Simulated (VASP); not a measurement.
Set up this calculation in VASP 6.6.1, as the native input.

```
Task                   : single point
Functional             : PBE
Dispersion             : D3(BJ)
Potentials or basis    : VASP PAW PBE potentials, release 64 (Tl_d)
Cutoff                 : 520 eV
k mesh                 : 15 × 15 × 4
Occupations            : gaussian, width 0.1 eV
Spin                   : no spin polarisation
Dipole correction      : no
Further INCAR settings : ALGO = Fast; EDIFF = 1e-06; NBANDS = 34
```

The structure of Tl lies in POSCAR:

```
Tl
1.0
    3.1937593394      0.0000000000      0.0000000000
   -1.5968796697      2.7658767215      0.0000000000
    0.0000000000      0.0000000000     10.4834379525
Tl
4
Direct
    0.0000000000      0.0000000000      0.0000000000
    0.3333333333      0.6666666667      0.2500000000
    0.0000000000      0.0000000000      0.5000000000
    0.6666666667      0.3333333333      0.7500000000
```

One way to write it, as run:

INCAR

```
SYSTEM = Tl
PREC = Accurate
ENCUT = 520
EDIFF = 1E-6
ISMEAR = 0
SIGMA = 0.1
LREAL = .False.
LASPH = .True.
NELM = 100
ALGO = Fast
ISIF = 2
LWAVE = .False.
LCHARG = .False.
GGA = PE
IVDW = 12
NBANDS = 34
```

KPOINTS

```
Automatic mesh
0
Gamma
  15 15 4
  0 0 0
```

Potentials or basis: VASP PAW PBE potentials, release 64 (Tl_d).

The run is started by

```sh
$ cat potpaw_PBE.64/Tl_d/POTCAR > POTCAR
$ mpirun -np 1 vasp_std > vasp.out
```

It gave:

The pressure is 15.0 GPa. The band gap on the k mesh is none (metal or under the smearing width) and the dispersion energy per atom is -0.427 eV.

Caveat: pairwise dispersion overbinds metals, which lowers pressure and volume.

Run time: 3.1 min on 1 thread of Intel(R) Xeon(R) Platinum 8259CL CPU @ 2.50GHz (Skylake/Cascade Lake), with other jobs on the host, peak memory 0.33 GiB.
